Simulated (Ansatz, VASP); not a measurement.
# MnO in VASP and in Ansatz

The input INCAR:

```
  PREC = Accurate
  ENCUT = 520
  EDIFF = 1E-6
  ISMEAR = 0
  SIGMA = 0.1
  LREAL = F
  LASPH = T
  NELM = 150
  ALGO = Normal
  ISIF = 2
  LWAVE = F
  LCHARG = F
  ISPIN = 2
  MAGMOM = 4.38 0.24
  LORBIT = 11
  LMAXMIX = 4
  GGA = PE
  NBANDS = 20
```

Contents of KPOINTS:

```
regular mesh
0
Gamma
  20 20 20
```

The input POSCAR:

```
MnO
1.0
    0.0000000000      2.4003924349      2.4003924349
    2.4003924349      0.0000000000      2.4003924349
    2.4003924349      2.4003924349      0.0000000000
Mn O
1 1
Direct
    0.7500000000      0.7500000000      0.7500000000
    0.5000000000      0.5000000000      0.5000000000
```

Input for Ansatz:

```yaml
crystal:
  lattice:
    - [0.0, 2.4003924349, 2.4003924349]
    - [2.4003924349, 0.0, 2.4003924349]
    - [2.4003924349, 2.4003924349, 0.0]
  atoms:
    - { symbol: Mn, position: [0.75, 0.75, 0.75], spin: 4.38 }
    - { symbol: O, position: [0.5, 0.5, 0.5], spin: 0.24 }
basis:
  ecutwfc: 420
kpoints:
  mp_grid: { grid: [20, 20, 20] }
  band_path:
    path:
      - [[0.0, 0.0, 0.0], [-0.5, -0.5, 0.0], [-0.375, -0.375, 0.25]]
      - [[-0.375, 0.0, 0.375], [0.0, 0.0, 0.0], [0.0, 0.0, 0.5], [-0.5, -0.25, 0.25], [-0.5, -0.5, 0.0]]
    npoints: 14
hamiltonian:
  xc: pbe
scf:
  occupations: { method: gaussian, width: 0.1 }
  n_extra_bands: 6
output:
  forces: true
  stress: true
  eigenvalues: true
  populations: true
  dos: { projected: true, de: 0.02, nscf_kmesh: { grid: [24, 24, 24] } }
  bader: true
  write_density: true
  write_potential: true
  elf: true
  volumetric_format: npy
magnetization:
  spin_polarized: true
checkpoint:
  read: start.run
  write: ck
  compress: false
  write_wavefunctions: false
  write_every: 100000
```

The cell was built by a generator and needn't be a form met in nature.

Alike in both runs: task single point; functional PBE; k mesh 20 × 20 × 20; occupations gaussian, width 0.1 eV; collinear spin.

|  | VASP | Ansatz |
| --- | --- | --- |
| version | VASP 6.6.1 | Ansatz 0.2.0 |
| potentials or method | VASP PAW PBE potentials, release 64 (Mn_pv, O) | scalar-relativistic, plane waves, PAW |
| plane-wave cutoff (eV) | 520 | 420 |
| valence electrons in the cell | 19 | 21 |

Ansatz gave:

| Item | Value |
| --- | --- |
| gap on the k mesh at the Fermi level (eV) | none |
| pressure (GPa) | 0.0 |
| net moment per atom (μB) | 2.50 |
| size of the moment on the site where the two differ most (μB) | 3.98 |

**Question.** What did VASP give for the same quantities?

**Answer.** gap on the k mesh at the Fermi level (eV): none; pressure (GPa): 0.3; net moment per atom (μB): 2.50; size of the moment on the site where the two differ most (μB): 4.43.

Site moments also hang on the region over which each program counts them. A gap of «none» marks a metal or a gap that the smearing closes. The two sets of potentials don't hold the same shells in valence. Ansatz warned: «stability_check_not_made».

Caveats: a cell with one magnetic atom can't hold antiferromagnetic order, which such compounds often take; semilocal functionals often make such compounds metallic where correlation or magnetic order opens a gap, which also shifts bond lengths.
